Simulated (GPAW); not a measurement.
Crystal: Te2Mo.

```
Te Mo
1.0
     3.51820    0.00000    0.00000
    -1.75910    3.04685    0.00000
     0.00000    0.00000   13.97360
Te Mo
4 2
Direct
  0.66667 0.33333 0.37900
  0.33333 0.66667 0.87900
  0.66667 0.33333 0.12100
  0.33333 0.66667 0.62100
  0.66667 0.33333 0.75000
  0.33333 0.66667 0.25000
```

Program: GPAW 26.7.0. Alike in all runs: task band structure; cell as given; cutoff (eV) 600; smearing fermi-dirac 0.05 eV.

**Question.** Order these runs on this cell by their pressure, lowest first.
A. level RPBE; potentials or basis the program's PAW data sets (release 1.2.1) made for this functional, pw; spin off; k mesh 9 × 9 × 2; band points 80
B. level LDA; potentials or basis the program's PAW data sets (release 1.2.1) made for this functional, pw; spin off; k mesh 9 × 9 × 2; band points 100
C. level PBEsol; potentials or basis PAW data sets generated in the run's folder for this functional, pw; spin SOC, no magnetisation; k mesh 7 × 7 × 2; band points 100; spin axis theta (degrees) 0; spin axis phi (degrees) 0; soc after scf second variation

**Answer.** B (-3.8 GPa), C (-1.7 GPa), A (4.4 GPa).

Caveats: this functional lacks dispersion, which binds the layers, so the pressure and a relaxed spacing across them are unreliable (some runs); spin-orbit coupling was added after a scalar SCF, so levels and gaps hold it while energy, forces, pressure and moments don't (some runs).
